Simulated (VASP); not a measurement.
# Rb (Fm-3m) in VASP: a series of runs, part 2 of 2

VASP 6.6.1.

## (4) Relaxation of cell and atoms, revPBE

This run uses another cell than the first one, of 87.10 Å³/atom, 0.874 times its volume.

Contents of INCAR:

```
ALGO     = Normal         # electronic algorithm
EDIFF    = 1E-7           # SCF threshold, eV
EDIFFG   = -0.01          # ionic threshold
ENCUT    = 600            # plane-wave cutoff, eV
GGA      = RE             # functional
IBRION   = 2              # ionic algorithm
ISIF     = 3              # what is computed and relaxed
ISMEAR   = -1             # smearing method
LASPH    = T              # aspherical terms in the spheres
LCHARG   = F              # write CHGCAR
LREAL    = F              # projectors in reciprocal space
LWAVE    = F              # write WAVECAR
NELM     = 80             # most SCF steps
NSW      = 80             # ionic steps
PREC     = Accurate       # precision mode
SIGMA    = 0.1            # smearing width, eV
```

Contents of KPOINTS:

```
k-points
0
Gamma
  8 8 8
```

Contents of POSCAR:

```
Rb
1.0
    0.0000000000      3.5183295318      3.5183295318
    3.5183295318      0.0000000000      3.5183295318
    3.5183295318      3.5183295318      0.0000000000
Rb
1
Direct
    0.0000000000      0.0000000000      0.0000000000
```

The run is started by

```
$ cat potpaw_PBE.64/Rb_sv/POTCAR > POTCAR
$ mpirun -np 1 vasp_std > vasp.out
```

It took 80 s on 1 thread of AMD EPYC 7R13 (Zen 3), shared host; peak memory 0.21 GiB.

The run converged. Its results:

```
Free energy                            : -0.8487 eV
Relaxed volume                         : 99.87 Å³/atom
Relaxed cell                           : a = 5.208 Å, b = 5.208 Å, c = 5.208 Å, α = 60.00°, β = 60.00°, γ = 60.00°
Space group after relaxing (to 0.05 Å) : Fm-3m (No. 225)
Energy gained by relaxing              : 14.9 meV/atom
Ionic steps                            : 4
Pressure after relaxing                : 0.0 GPa
Band gap on the k mesh                 : none (metal or under the smearing width)
```

Step by step:
| step | energy change (eV) | largest force (eV/Å) | pressure (GPa) | volume (Å³) |
| --- | --- | --- | --- | --- |
| 1 | 0.0000 | 0.0000 | 0.42 | 87.10 |
| 2 | -0.0064 | 0.0000 | 0.30 | 89.99 |
| 3 | -0.0148 | 0.0000 | 0.04 | 98.51 |
| 4 | -0.0149 | 0.0000 | 0.00 | 99.87 |

Final structure:
```yaml
crystal:
  lattice:
    - [0.00000, 3.68247, 3.68247]
    - [3.68247, 0.00000, 3.68247]
    - [3.68247, 3.68247, 0.00000]
  atoms:
    - { symbol: Rb, position: [0.00000, 0.00000, 0.00000] }
```

Levels at points of the mesh, in eV from the Fermi level:
| k point | band 1 | band 2 | band 3 | band 4 | band 5 | band 6 | band 7 | band 8 |
| --- | --- | --- | --- | --- | --- | --- | --- | --- |
| (0.00, 0.00, 0.00) | -28.98 | -13.04 | -13.04 | -13.04 | -1.82 | 3.56 | 3.56 | 3.56 |
| (0.50, 0.00, 0.00) | -28.98 | -13.11 | -13.05 | -13.05 | 0.19 | 0.59 | 3.36 | 3.36 |
| (0.50, 0.50, 0.00) | -28.98 | -13.10 | -13.06 | -13.06 | 0.68 | 1.30 | 1.87 | 4.22 |

Caveat: the PAW data sets were made with another functional, which shifts forces and pressure a little.

## (5) Single point, revPBE

This run uses another cell than the first one, of 95.72 Å³/atom, 0.960 times its volume.

Contents of INCAR:

```
SYSTEM = Rb
ALGO     = Normal         ! electronic algorithm
EDIFF    = 1E-6           ! SCF threshold, eV
ENCUT    = 520            ! plane-wave cutoff, eV
GGA      = RE             ! functional
ISIF     = 2              ! what is computed and relaxed
ISMEAR   = -1             ! smearing method
LASPH    = .True.         ! aspherical terms in the spheres
LCHARG   = .True.         ! write CHGCAR
LELF     = .True.         ! ELF
LREAL    = .False.        ! projectors in reciprocal space
LVHAR    = .True.       
LWAVE    = .False.        ! write WAVECAR
NBANDS   = 10             ! bands
NELM     = 80             ! most SCF steps
PREC     = Accurate       ! precision mode
SIGMA    = 0.1            ! smearing width, eV
```

Contents of KPOINTS:

```
k-points
0
Gamma
  9 9 9
  0 0 0
```

Contents of POSCAR:

```
Rb
1.0
    0.0000000000      3.6307312898      3.6307312898
    3.6307312898      0.0000000000      3.6307312898
    3.6307312898      3.6307312898      0.0000000000
Rb
1
Direct
    0.0000000000      0.0000000000      0.0000000000
```

Potentials or basis: VASP PAW PBE potentials, release 64 (Rb_sv).

The run is started by

```
$ cat potpaw_PBE.64/Rb_sv/POTCAR > POTCAR
$ mpirun -np 1 vasp_std > vasp.out
```

OUTCAR:

```text
SYSTEM = Rb
   EDIFF = 1E-6
   ENCUT = 520
   GGA = RE
   ISIF = 2
   ISMEAR = -1
   LASPH = .True.
   LREAL = .False.
   NELM = 80
   PREC = Accurate

 ion  position               nearest neighbor table
   1  0.000  0.000  0.000-

  LATTYP: Found a face centered cubic cell.
 ALAT       =     7.2614625796

  Lattice vectors:

 A1 = (   0.0000000000,   3.6307312898,   3.6307312898)
 A2 = (   3.6307312898,   0.0000000000,   3.6307312898)
[... 492 lines left out ...]
     10       4.9022      0.00000

 [... further k-points ...]

------------------------ aborting loop because EDIFF is reached ----------------------------------------

  FORCE on cell =-STRESS in cart. coord.  units (eV):
  Direction    XX          YY          ZZ          XY          YZ          ZX
  --------------------------------------------------------------------------------------
  -------------------------------------------------------------------------------------
  Total        0.0640762      0.0640762      0.0640762     -0.0000000     -0.0000000     -0.0000000
  in kB        1.0724938      1.0724938      1.0724938     -0.0000000     -0.0000000     -0.0000000
  external PRESSURE =       1.0724938 kB  Pullay stress =       0.0000000 kB

 VOLUME and BASIS-vectors are now :
 -----------------------------------------------------------------------------
  energy-cutoff  :      520.00
  volume of cell :       95.72
      direct lattice vectors                 reciprocal lattice vectors
     0.000000000  3.630731290  3.630731290    -0.137713303  0.137713303  0.137713303
     3.630731290  0.000000000  3.630731290     0.137713303 -0.137713303  0.137713303
     3.630731290  3.630731290  0.000000000     0.137713303  0.137713303 -0.137713303

 POSITION                                       TOTAL-FORCE (eV/Angst)
 -----------------------------------------------------------------------------------
      0.00000      0.00000      0.00000         0.000000      0.000000      0.000000
 -----------------------------------------------------------------------------------
    total drift:                               -0.000000     -0.000000     -0.000000

  FREE ENERGIE OF THE ION-ELECTRON SYSTEM (eV)
  ---------------------------------------------------
  free  energy   TOTEN  =        -0.8487835732 eV

  energy  without entropy=       -0.8187415433  energy(sigma->0) =       -0.83376256
```

OSZICAR:

```text
N       E                     dE             d eps       ncg     rms          rms(c)
DAV:   1     0.464800448213E+02    0.46480E+02   -0.31229E+03   700   0.638E+02
DAV:   2     0.248108176633E+01   -0.43999E+02   -0.42961E+02   770   0.124E+02
DAV:   3    -0.725799948546E+00   -0.32069E+01   -0.31973E+01   916   0.339E+01
DAV:   4    -0.840448152492E+00   -0.11465E+00   -0.11454E+00   980   0.607E+00
DAV:   5    -0.842680430289E+00   -0.22323E-02   -0.22321E-02   928   0.797E-01    0.129E+00
DAV:   6    -0.845733274437E+00   -0.30528E-02   -0.21097E-03   910   0.286E-01    0.767E-01
DAV:   7    -0.848530012208E+00   -0.27967E-02   -0.37056E-03   788   0.386E-01    0.430E-02
DAV:   8    -0.848766669847E+00   -0.23666E-03   -0.19997E-04   836   0.109E-01    0.210E-02
DAV:   9    -0.848783569707E+00   -0.16900E-04   -0.19670E-05   966   0.333E-02    0.506E-03
DAV:  10    -0.848783573212E+00   -0.35050E-08   -0.36853E-06   904   0.105E-02
   1 F= -.84878357E+00 E0= -.83376256E+00  d E =-.300420E-01
```

stdout:

```text
POSCAR found type information on POSCAR Rb
 POSCAR found :  1 types and       1 ions
 scaLAPACK will be used
 -----------------------------------------------------------------------------
|                                                                             |
|                                                                             |
|     You enforced a specific xc type in the INCAR file but a different       |
|     I HOPE YOU KNOW WHAT YOU ARE DOING!                                     |
|                                                                             |
 -----------------------------------------------------------------------------

 LDA part: xc-table for (Slater+PW92), standard interpolation
 POSCAR, INCAR and KPOINTS ok, starting setup
 FFT: planning ... GRIDC
 FFT: planning ... GRID_SOFT
 FFT: planning ... GRID
 WAVECAR not read
 entering main loop
```

Run time: 31 s. Hardware: 1 thread of AMD EPYC 7R13 (Zen 3), shared host; peak memory 0.2 GiB.

What came out:

| Item | Value |
| --- | --- |
| Free energy | -0.8488 eV |
| Pressure | 0.1 GPa |
| Band gap on the k mesh | none (metal or under the smearing width) |

Caveat: the PAW data sets were made with another functional, which shifts forces and pressure a little.

## (6) The runs side by side

```csv
task,cell,k mesh,cutoff (eV),gap on the mesh (eV),pressure (GPa)
single point,"Fm-3m, 99.71 Å³/atom",12 × 12 × 12,520,none,0.0
single point,"Fm-3m, 99.71 Å³/atom",8 × 8 × 8,520,none,0.0
relaxation of cell and atoms,relaxed,8 × 8 × 8,600,none,0.0
single point,"Fm-3m, 95.72 Å³/atom",9 × 9 × 9,520,none,0.1
```

Alike in all rows: level revPBE; potentials or basis VASP PAW PBE potentials, release 64 (Rb_sv); no spin polarisation; smearing fermi-dirac 0.1 eV.

Every run on the cell as given and a fine mesh finds a metal.

Caveats: the PAW data sets were made with another functional, which shifts forces and pressure a little.

Total energies depend on the potentials used, so only differences within one code and one set of settings carry meaning.
